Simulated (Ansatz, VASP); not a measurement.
**Cross-check of HfN (HfN strained to the junction's net) between VASP and Ansatz**

Aim: how closely do two programs agree when they are given the same cell, functional and k mesh? The cell is generated by rule, not measured, and may not be a known phase. The structure shown is the end of the Ansatz relaxation below.

Method: plane waves, with VASP 6.6.1 beside it; single point at PBE, in Ansatz 0.2.0.

**1. Set-up**

Symmetry: I4/mmm, No. 139, tetragonal system. Conventional cell: a = 3.097 Å, b = 3.097 Å, c = 4.611 Å, α = 90.00°, β = 90.00°, γ = 90.00°. Nearest to N lie 6 Hf at 2.19 to 2.31 Å. Hf has 6 N at 2.19 to 2.31 Å nearest. Farther neighbours and most contacts between anions are not listed.

As a file:

```cif
data_structure
_symmetry_space_group_name_H-M 'I4/mmm'
_symmetry_Int_Tables_number 139
_cell_length_a 3.0970
_cell_length_b 3.0970
_cell_length_c 4.6111
_cell_angle_alpha 90.000
_cell_angle_beta 90.000
_cell_angle_gamma 90.000
_cell_volume 44.23
loop_
_atom_site_label
_atom_site_type_symbol
_atom_site_symmetry_multiplicity
_atom_site_Wyckoff_symbol
_atom_site_fract_x
_atom_site_fract_y
_atom_site_fract_z
_atom_site_occupancy
N1 N 2 a 0.00000 0.00000 0.00000 1
Hf1 Hf 2 b 0.50000 0.50000 0.00000 1
```

**2. Ansatz: relaxation, PBE**

Ansatz runs on its default PAW (the set named soft_2) files.

This run makes the geometry at which the two programs are then compared.

File input.yaml:

```yaml
crystal:
  lattice:
    - [3.097, 0.0, 0.0]
    - [0.0, 3.097, 0.0]
    - [0.0, 0.0, 4.6351264181]
  atoms:
    - { symbol: "N", position: [0.0, 0.0, 0.0] }
    - { symbol: Hf, position: [0.5, 0.5, 0.0] }
    - { symbol: "N", position: [0.5, 0.5, 0.5] }
    - { symbol: Hf, position: [0.0, 0.0, 0.5] }
kpoints:
  mp_grid: { grid: [12, 12, 7] }
scf:
  occupations: { method: fermi_dirac, width: 0.1 }
  max_iter: 150
hamiltonian:
  xc: pbe
relax:
  f_tol: 0.01
  max_steps: 40
  cell: { fix: [a, b, angles] }
```

Run with:

```bash
$ ansatz run input.yaml --threads 4 --pin off --max-ram 12288MiB --backend cpu --events-out ev --progress --plain --runs-dir out
```

Numbers of over 12 decimals in the logs are rounded to 6 here.

Log:

```text
Engine: ansatz 0.2.0, x86_64-unknown-linux-gnu
Pseudopotentials: kind: paw
Pseudopotential: N, paw, valence charge 5, recommended cutoff 420 eV (normal), N.paw.azcp
Pseudopotential: Hf, paw, valence charge 26, recommended cutoff 420 eV (normal), Hf.paw.azcp
Functional definition: PBE
  parameter kappa = 0.804
  parameter beta = 0.066725
  exchange = pbe_x(kappa = kappa, mu = beta*pi^2/3)
  correlation = pbe_c(beta = beta)
Crystal: 4 atoms, lattice volume = 44.457 Å³
Basis set: ecut = 420 eV, 855 PW (Γ), exchange–correlation on 48×48×64 points (8 copies of the dense FFT grid, shifted against one another)
Bands: 38, of which v1, the nominal top of the filled ones, is band 31 counted from 1 (30 counted from 0)
Symmetry: 32 space group operations
Space group: I4/mmm (ITA 139), of the structure as read, at distance tolerance 3.5e-5 Å
k-points: 112 of 1008
Non-local potential: N, projectors of the file, l = 0: 2, l = 1: 2, l = 2: 1
Non-local potential: Hf, projectors of the file, l = 0: 3, l = 1: 2, l = 2: 2, l = 3: 3
PAW form: soft (Blöchl's): semilocal exchange-correlation on the pseudo side does not see the compensation charge
PAW one-centre angular grid: N, 110 points (default); XC on 64 Gauss nodes
PAW one-centre angular grid: Hf, 590 points (default); XC on 64 Gauss nodes
Initial density: superposition of atomic densities (neutral atoms: chi_scale 0, normalization atom), corrected by the library's trained network
Initial wavefunctions: pseudopotential atomic-orbital guess
Functional: x = pbe(κ = 0.804, μ = 0.219515), c = pbe(β = 0.066725)
SCF iter   1: F=—  HF=-32217.099762 eV  |F-HF|=—  |Δ(HF+E_count)|=         —  Δρ=4.62e-3  dr2=1.06e-2  ethr=1.77e-3  ⟨swp⟩=4.8  Hψ=13503  notcnv=0  defer=6
preconditioner: auto → Kerker (q_TF=auto, 2.884 Å⁻¹)  [metal: Δε(μ)=0.071 eV  Ē_g=18.425 eV  σ=0.100 eV  W_gap=0.17  n_scr=20 (ndim 8)  ℏωp=42.4 eV  f_vac=0.000  D(μ)=1.09/eV (n_scr^D=6)]
SCF iter   2: F=—  HF=-32217.097431 eV  |F-HF|=—  |Δ(HF+E_count)|=   2.33e-3  Δρ=1.50e-3  dr2=7.50e-4  ethr=1.71e-5  ⟨swp⟩=2.0  Hψ=7239  notcnv=0  defer=22
SCF iter   3: F=—  HF=-32217.097145 eV  |F-HF|=—  |Δ(HF+E_count)|=   2.86e-4  Δρ=7.45e-4  dr2=1.58e-4  ethr=1.21e-6  ⟨swp⟩=2.9  Hψ=7433  notcnv=0  defer=22
SCF iter   4: F=—  HF=-32217.097114 eV  |F-HF|=—  |Δ(HF+E_count)|=   3.10e-5  Δρ=3.00e-4  dr2=2.18e-5  ethr=2.54e-7  ⟨swp⟩=2.0  Hψ=7670  notcnv=0  defer=22
SCF iter   5: F=—  HF=-32217.096940 eV  |F-HF|=—  |Δ(HF+E_count)|=   1.74e-4  Δρ=7.67e-5  dr2=1.49e-6  ethr=3.52e-8  ⟨swp⟩=2.0  Hψ=7634  notcnv=0  defer=22
SCF iter   6: F=—  HF=-32217.096940 eV  |F-HF|=—  |Δ(HF+E_count)|=   3.89e-7  Δρ=1.73e-5  dr2=9.63e-8  ethr=1.61e-10  ⟨swp⟩=3.6  Hψ=19697  notcnv=0
SCF iter   7: F=-32217.096940 eV  HF=-32217.096940 eV  |F-HF|=3.11e-9  |Δ(HF+E_count)|=   2.95e-8  Δρ=4.26e-6  dr2=6.03e-9  ethr=1.55e-10  ⟨swp⟩=4.7  Hψ=15867  notcnv=0
SCF 1 converged in 7 iterations: F = -32217.096940 eV  dr2 = 6.03e-9
  greatest PAW one-centre occupation: 0.998 electrons in one spin orbital (limit 2), on the Hf atom at site 3 (counted from 0), in its partial waves of l = 0
relax step   1: F+E_penalty+E_count = -32217.09693977 eV  Δ(F+E_penalty+E_count) = +0.000e0 eV  max|allowed force component| = 2.897e-29 eV/Å  Δτ_max = 0.0000 Å  P = +18.949 GPa  Ω = 44.457 Å³  fix = [a, b, alpha, beta, gamma]  reactions: a +29.780, b +29.780 GPa  (7 SCF iters, dr2 threshold 1.00e-7 eV, accepted)
[...]
relax step   2: F+E_penalty+E_count = -32217.09966608 eV  Δ(F+E_penalty+E_count) = -2.726e-3 eV  max|allowed force component| = 9.171e-30 eV/Å  Δτ_max = 0.0000 Å  P = +20.568 GPa  Ω = 44.192 Å³  energy of the carried Pulay correction = +7.902e-4 eV  fix = [a, b, alpha, beta, gamma]  reactions: a +30.646, b +30.646 GPa  (6 SCF iters, dr2 threshold 4.00e-7 eV, accepted)
[...]
relax step   3: F+E_penalty+E_count = -32217.09960507 eV  Δ(F+E_penalty+E_count) = +6.101e-5 eV  max|allowed force component| = 1.003e-29 eV/Å  Δτ_max = 0.0000 Å  P = +20.349 GPa  Ω = 44.227 Å³  energy of the carried Pulay correction = +6.856e-4 eV  fix = [a, b, alpha, beta, gamma]  reactions: a +30.530, b +30.530 GPa  (4 SCF iters, dr2 threshold 4.00e-7 eV, accepted)
[...]
relax step   4: F+E_penalty+E_count = -32217.09891920 eV  Δ(F+E_penalty+E_count) = +6.859e-4 eV  max|allowed force component| = 1.703e-29 eV/Å  Δτ_max = 0.0000 Å  P = +20.331 GPa  Ω = 44.227 Å³  fix = [a, b, alpha, beta, gamma]  reactions: a +30.517, b +30.517 GPa  stress off target by 4.08e-2 GPa on what of the cell is left free  SCF on the basis re-selected at this cell (its energy is not comparable with the rows above)  (6 SCF iters)
basis re-selected at this cell: Δ(F+E_penalty+E_count) = +6.859e-4 eV, ΔP = -0.018 GPa vs the last step (what re-selecting the basis moved, of the pressure what is left beyond the Pulay correction that the steps carried, after the strain that the cell walked since its last selection, with what the two solves' SCF thresholds leave and, on support functions, any second-order correction that the steps lacked; it is no m [...]
SCF converged after 6 iterations
Free energy (F): -32217.098919 eV
Harris-Foulkes:  -32217.098919 eV  (|F-HF|=1.09e-11)
Internal energy: -32217.063057 eV  (E = F + TS)
E sigma→0 (E₀):  -32217.080988 eV
Entropy (-TS):   -0.035862 eV (-8.966 meV/atom)
Fermi energy:    24.953271 eV
--- Per-component energies (eV) ---
  E_band       = 432.660093
  E_kinetic    = 1122.361379
  E_local      = -9210.982627  (includes V_loc(G=0)·N_el)
  E_nonlocal   = -2395.554084
  E_hartree    = 4402.705453
  E_xc         = -726.002403
  E_vxc        = -693.296275  (∫ρ·V_xc dr)
  E_paw        = -14111.587989  (= ΣΔE_a)
  E_vpaw       = 2804.720540  (= ΣTr[D̂ρ^β])
  E_aug_tail   = 0.000192  (compensation charges beyond the density's cutoff)
  E_ewald      = -11298.002977
  E_smearing   = -0.035862  (= −TS)
  E_closure    = 0.000000  (closes the sum)
  Σ components = -32217.098919   (vs F -32217.098919, Δ=0.00e0)
--- Forces (eV/Å), atoms counted from 1 ---
  atom   1  N     -0.00000000     0.00000000     0.00000000
  atom   2  Hf     0.00000000     0.00000000     0.00000000
  atom   3  N      0.00000000     0.00000000     0.00000000
  atom   4  Hf     0.00000000     0.00000000    -0.00000000
  max |Σ_I F_I| component: 5.81e-29 eV/Å
--- Stress (GPa, compression-positive) ---
       30.516778       0.000000       0.000000
        0.000000      30.516778       0.000000
        0.000000       0.000000      -0.040752
  P = ⅓ Tr σ = 20.3309 GPa (203.309 kbar)
--- Relaxed structure (3 steps of the walk, 3 accepted, 1 SCFs on fresh bases) ---
  F+E_penalty+E_count = -32217.09891920 eV   max|allowed force component| = 1.703e-29 eV/Å   (the final SCF, on the basis selected at the relaxed cell)
  cell:  # Å, volume = 44.2273 Å³
    - [3.097, 0, 0.0]
    - [0, 3.097, 0.0]
    - [0.0, 0.0, 4.611134]
  atoms:
    - { symbol: N, position: [0, 0, 0.0] }
    - { symbol: Hf, position: [0.5, 0.5, 0.0] }
    - { symbol: N, position: [0.5, 0.5, 0.5] }
    - { symbol: Hf, position: [0, 0, 0.5] }
```

In the SCF lines HF is the Harris–Foulkes energy and dr2 the Hartree energy of the density residual, in eV; the loop may stop once dr2 is under the threshold and the program's other checks hold. Hψ counts applications of the Hamiltonian.

**3. VASP: single point, PBE**

The same cell, functional, mesh and smearing now go to VASP, with its own data sets.

Lines of VASP's logs that name or quote its potential files are left out, and so is its time.

File INCAR:

```
SYSTEM = HfN
PREC = Accurate
ENCUT = 600
EDIFF = 1E-06
NELM = 120
ISMEAR = -1
SIGMA = 0.1
LREAL = .FALSE.
ALGO = Normal
GGA = PE
NBANDS = 21
LASPH = .TRUE.
LORBIT = 11
LWAVE = .FALSE.
LCHARG = .FALSE.
ISIF = 2
GGA_COMPAT = .FALSE.
```

File POSCAR:

```
HfN
1.0
    3.0970000000      0.0000000000      0.0000000000
    0.0000000000      3.0970000000      0.0000000000
    0.0000000000      0.0000000000      4.6111338398
N Hf
2 2
Direct
    0.0000000000      0.0000000000      0.0000000000
    0.5000000000      0.5000000000      0.5000000000
    0.5000000000      0.5000000000      0.0000000000
    0.0000000000      0.0000000000      0.5000000000
```

File KPOINTS:

```
Automatic mesh
0
Gamma
12 12 7
0 0 0
```

PAW data sets: N and Hf_pv (PBE family, release 64).

Run with:

```bash
$ mpirun -np 1 vasp_std
```

Log:

```text
[banner, memory and clock lines left out]
running    1 mpi-ranks, on    1 nodes
 distrk:  each k-point on    1 cores,    1 groups
 distr:  one band on    1 cores,    1 groups

 POSCAR found type information on POSCAR N Hf
 POSCAR found :  2 types and       4 ions
 LDA part: xc-table for (Slater+PW92), standard interpolation
 POSCAR, INCAR and KPOINTS ok, starting setup
 FFT: planning ... GRIDC
 FFT: planning ... GRID_SOFT
 FFT: planning ... GRID
 WAVECAR not read
 entering main loop
       N       E                     dE             d eps       ncg     rms          rms(c)
DAV:   1     0.127329878401E+03    0.12733E+03   -0.18548E+04  4720   0.161E+03
DAV:   2    -0.428517308620E+02   -0.17018E+03   -0.16245E+03  6061   0.366E+02
DAV:   3    -0.492549991446E+02   -0.64033E+01   -0.63243E+01  6066   0.569E+01
DAV:   4    -0.493217962740E+02   -0.66797E-01   -0.66187E-01  5970   0.599E+00
DAV:   5    -0.493229848838E+02   -0.11886E-02   -0.11869E-02  5922   0.592E-01    0.766E+01
DAV:   6    -0.433911900076E+02    0.59318E+01   -0.31408E+01  5432   0.311E+01    0.608E+01
DAV:   7    -0.433055751242E+02    0.85615E-01   -0.18221E+00  5564   0.888E+00    0.300E+01
DAV:   8    -0.432901327614E+02    0.15442E-01   -0.79720E-02  5767   0.238E+00    0.601E+00
DAV:   9    -0.432810985754E+02    0.90342E-02   -0.50440E-02  5689   0.132E+00    0.323E+00
DAV:  10    -0.432799943622E+02    0.11042E-02   -0.49079E-03  5754   0.470E-01    0.257E-01
DAV:  11    -0.432800148517E+02   -0.20489E-04   -0.23532E-04  5751   0.121E-01    0.889E-02
DAV:  12    -0.432800127331E+02    0.21186E-05   -0.88472E-06  6021   0.216E-02    0.138E-02
DAV:  13    -0.432800131845E+02   -0.45133E-06   -0.46635E-07  3751   0.516E-03
   1 F= -.43280013E+02 E0= -.43262195E+02  d E =-.356368E-01
```

From OUTCAR (step 3):

```text
ion  position               nearest neighbor table
   1  0.000  0.000  0.000-   3 2.19   3 2.19   3 2.19   3 2.19   4 2.31   4 2.31
   2  0.500  0.500  0.500-   4 2.19   4 2.19   4 2.19   4 2.19   3 2.31   3 2.31
   3  0.500  0.500  0.000-   1 2.19   1 2.19   1 2.19   1 2.19   2 2.31   2 2.31   4 3.18   4 3.18
                             4 3.18   4 3.18   4 3.18   4 3.18   4 3.18   4 3.18
   4  0.000  0.000  0.500-   2 2.19   2 2.19   2 2.19   2 2.19   1 2.31   1 2.31   3 3.18   3 3.18
                             3 3.18   3 3.18   3 3.18   3 3.18   3 3.18   3 3.18

  LATTYP: Found a simple tetragonal cell.
 ALAT       =     3.0970000000
 C/A-ratio  =     1.4889034032

 Subroutine GETGRP returns: Found 16 space group operations
 (whereof 16 operations were pure point group operations)

The static configuration has the point symmetry D_4h.

 Found    112 irreducible k-points:

   k-points           NKPTS =    112   k-points in BZ     NKDIM =    112   number of bands    NBANDS=     21

   dimension x,y,z NGX =    28 NGY =   28 NGZ =   40
   dimension x,y,z NGXF=    56 NGYF=   56 NGZF=   80

   ENCUT  =  600.0 eV  44.10 Ry    6.64 a.u.   6.19  6.19  9.21*2*pi/ulx,y,z

   NELECT =      30.0000    total number of electrons

 k-points in reciprocal lattice and weights: Automatic mesh
   0.00000000  0.00000000  0.00000000       0.001
   0.08333333  0.00000000  0.00000000       0.004
   0.16666667  0.00000000  0.00000000       0.004
   0.25000000  0.00000000  0.00000000       0.004
   0.33333333  0.00000000  0.00000000       0.004
   0.41666667  0.00000000  0.00000000       0.004
   0.50000000  0.00000000  0.00000000       0.002
   0.08333333  0.08333333  0.00000000       0.004
   0.16666667  0.08333333  0.00000000       0.008
[...]
0.50000000  0.41666667  0.42857143       0.008
   0.50000000  0.50000000  0.42857143       0.002

 average (electrostatic) potential at core
       1 -61.1975       2 -61.1975       3 -34.1143       4 -34.1143

 E-fermi :   8.7793

 k-point     1 :       0.0000    0.0000    0.0000
  band No.  band energies     occupation
    ...
     14       5.7796      2.00000
     15       5.7796      2.00000
     16       8.0033      1.99915
     17       8.6138      1.67916
     18       8.6138      1.67916
     19       9.7025      0.00020
     20      11.2403      0.00000
     21      11.7582      0.00000

 k-point     2 :       0.0833    0.0000    0.0000
  band No.  band energies     occupation
    ...
     14       5.4078      2.00000
     15       5.8703      2.00000
     16       8.3815      1.96324
     17       8.6854      1.43791
     18       8.6964      1.39237
     19       9.7814      0.00009
     20      11.7951      0.00000
     21      12.2139      0.00000

 k-point     3 :       0.1667    0.0000    0.0000
  band No.  band energies     occupation
    ...
     11       4.1089      2.00000
     12       4.3613      2.00000
     13       4.6144      2.00000
     14       4.8631      2.00000
     15       6.8386      2.00000
     16       8.8951      0.47820
     17       8.9418      0.32906
     18       9.2092      0.02680
     19      10.0157      0.00001
     20      13.1220      0.00000
    ...

  Total        7.6967097      7.6967097     -0.6720351      0.0000000      0.0000000      0.0000000
  in kB      278.8210433    278.8210433    -24.3451468      0.0000000      0.0000000      0.0000000
  external PRESSURE =     177.7656466 kB  Pullay stress =       0.0000000 kB

  energy-cutoff  :      600.00
  volume of cell :       44.23
      direct lattice vectors                 reciprocal lattice vectors
     3.097000000  0.000000000  0.000000000     0.322893122  0.000000000  0.000000000
     0.000000000  3.097000000  0.000000000     0.000000000  0.322893122  0.000000000
     0.000000000  0.000000000  4.611133840     0.000000000  0.000000000  0.216866401

 POSITION                                       TOTAL-FORCE (eV/Angst)
 -----------------------------------------------------------------------------------
      0.00000      0.00000      0.00000        -0.000000     -0.000000     -0.000000
      1.54850      1.54850      2.30557        -0.000000     -0.000000     -0.000000
      1.54850      1.54850      0.00000         0.000000      0.000000      0.000000
      0.00000      0.00000      2.30557        -0.000000     -0.000000      0.000000
 -----------------------------------------------------------------------------------
    total drift:                                0.000000      0.000000      0.000000

  FREE ENERGIE OF THE ION-ELECTRON SYSTEM (eV)
  ---------------------------------------------------
  free  energy   TOTEN  =       -43.2800131845 eV

  energy  without entropy=      -43.2443764153  energy(sigma->0) =      -43.26219480

 total charge
# of ion       s       p       d       tot
------------------------------------------
    1        1.236   2.535   0.000   3.772
    2        1.236   2.535   0.000   3.772
    3        0.305   6.633   1.843   8.781
    4        0.305   6.633   1.843   8.781
--------------------------------------------------
tot          3.083  18.336   3.686  25.105

[... 3 further parts left out ...]
```

The run ends at a pressure of 17.78 GPa.

**4. Side by side**

Known differences besides the potentials themselves: the data sets hold 62 valence electrons in Ansatz (on its default PAW (the set named soft_2) files) and 30 in VASP; the cutoff is 420 eV in Ansatz and 600 eV in VASP; Ansatz's pressure holds a Pulay correction, VASP's none. Total energies have different zeros and are not compared.

Both answers:

```tsv
quantity	Ansatz	VASP	difference
pressure (GPa)	20.33	17.78	+2.55
```

**5. What came out**

| Quantity | Value |
| --- | --- |
| difference in pressure (single point, PBE) | 2.6 GPa |

The difference in pressure is 2.6 GPa (single point, PBE), beyond the 1 GPa picked in this series as the mark of a large difference. The data sets hold unlike numbers of valence electrons (62 in Ansatz and 30 in VASP), so part of the differences comes from the potentials. What causes the difference of the single point, PBE pair stays open here. 1 further run of this series is not shown here. Such differences can come from data sets, numerical settings and the points named under the comparisons, not from the functional's error against experiment.

[Lines on the potential files, build, host, timing and source positions are cut from VASP's logs without a mark.]

[Logs are printed without paths, hosts, clocks, repeated set-up lines and the standing remarks that a program may print on its own settings, such as how far it seeks lower states.]

[Hosts, paths, dates, database ids (printed as entryN), source tags and the programs' standing remarks are cut or masked in the printed files.]
